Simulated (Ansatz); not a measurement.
Crystal: Al2O3.

```
CELL_PARAMETERS angstrom
2.88432 0.00000 0.00000
-1.44216 2.49790 0.00000
0.00000 0.00000 9.33675
ATOMIC_POSITIONS crystal
Al 0.00000 0.00000 0.85001
Al 0.00000 0.00000 0.14999
O 0.33333 0.66667 0.77768
O 0.66667 0.33333 0.00000
O 0.33333 0.66667 0.22232
```

Measurements of this composition are mostly on another form, of space group No. 167.

| Property | Result |
| --- | --- |
| Program | Ansatz 0.2.0 |
| Task | relaxation of cell and atoms |
| Functional | LDA |
| Potentials or basis | Ansatz PAW |
| Cutoff | 420 eV (not typed: the program's choice for these potentials) |
| k mesh | 11 × 11 × 3 |
| Occupations | fermi-dirac, width 0.05 eV |
| Spin | no spin polarisation |

At the start: volume 13.45 Å³/atom.

**Question.** Where does the relaxation end?

**Answer.** It ends after 9 steps and the volume is 13.04 Å³/atom (-3.1 %); space group P-6m2 (No. 187, to 0.05 Å).

Step by step:
```tsv
step	energy change (eV)	largest force (eV/Å)	volume (Å³)
1	0.0000	0.5250	67.27
2	-0.0552	0.3442	66.17
3	-0.0817	0.0755	64.82
4	-0.0809	0.0316	65.16
5	-0.0795	0.0179	65.49
6	-0.0798	0.0010	65.42
7	-0.0731	0.0020	65.42
8	-0.0743	0.0007	65.18
9	-0.0731	0.0009	65.18
```

Final structure:
```
Al O
1.0
     2.83805    0.00000    0.00000
    -1.41903    2.45783    0.00000
     0.00000    0.00000    9.34469
Al O
2 3
Cartesian
  0.0000 0.0000 7.9721
  0.0000 0.0000 1.3726
  0.0000 1.6386 7.3046
  1.4190 0.8193 0.0000
  0.0000 1.6386 2.0401
```

Caveat: the plane-wave basis is chosen anew once the cell has moved, so the energies of steps on either side of that aren't comparable; the pressure holds a Pulay correction of +0.7 GPa for the finite cutoff; the PAW data sets come from PBE, with cores solved anew for the run's functional, which leaves a small shift of forces and pressure.
